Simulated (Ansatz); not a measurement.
What DFT gives for SrO

```yaml
crystal:
  lattice:
    - [-5.23799, 0.06726, -0.11587]
    - [0.11587, -0.14747, 5.41913]
    - [2.60967, 5.15656, 2.62003]
  atoms:
    - { symbol: Sr, position: [0.76845, 0.26333, 0.51454] }
    - { symbol: Sr, position: [0.20814, 0.76226, 0.47656] }
    - { symbol: Sr, position: [0.04637, 0.45634, 0.03934] }
    - { symbol: Sr, position: [0.51009, 0.95799, 0.01373] }
    - { symbol: O, position: [0.99206, 0.98566, 0.97420] }
    - { symbol: O, position: [0.52333, 0.51036, 0.96769] }
    - { symbol: O, position: [0.73973, 0.76540, 0.49723] }
    - { symbol: O, position: [0.20653, 0.23617, 0.50096] }
```

Single point in Ansatz 0.2.0 with PBE, no spin polarisation. Cutoff 420 eV, PAW datasets, 4×4×4 Γ-centred k mesh, fermi-dirac filling (width 0.1 eV).

**Formation energy.** -2.58 eV an atom against the elements' usual phases (free molecules for gases, crystals otherwise, with no correction for O₂ or N₂), so it is bound against them; other compounds may still compete. Relaxing would lower it.
**Charges.** Bader charges in e: Sr +1.49, O -1.49. In the mean Sr gives up most and O takes most.
**Stress.** The pressure is -3.3 GPa (compression positive), so with the atoms held at these fractions the cell would first shrink; the forces are large, so a full relaxation may end otherwise. The principal stresses -8.6, -1.1, -0.3 GPa differ, so its shape would change too.
**Forces.** The largest is on Sr3: 1.53 eV/Å, components (0.69, -1.35, 0.25). It makes 144° with the line to a nearest neighbour, O8 at 2.45 Å, pointing away from it.
**Electronic structure.** The gap is 3.07 eV, direct at the points sampled. A semilocal functional usually gives too small a gap.

Origin: a strained cell with displaced atoms, so it need not be a known compound. Caveats: atoms or cell far from equilibrium.
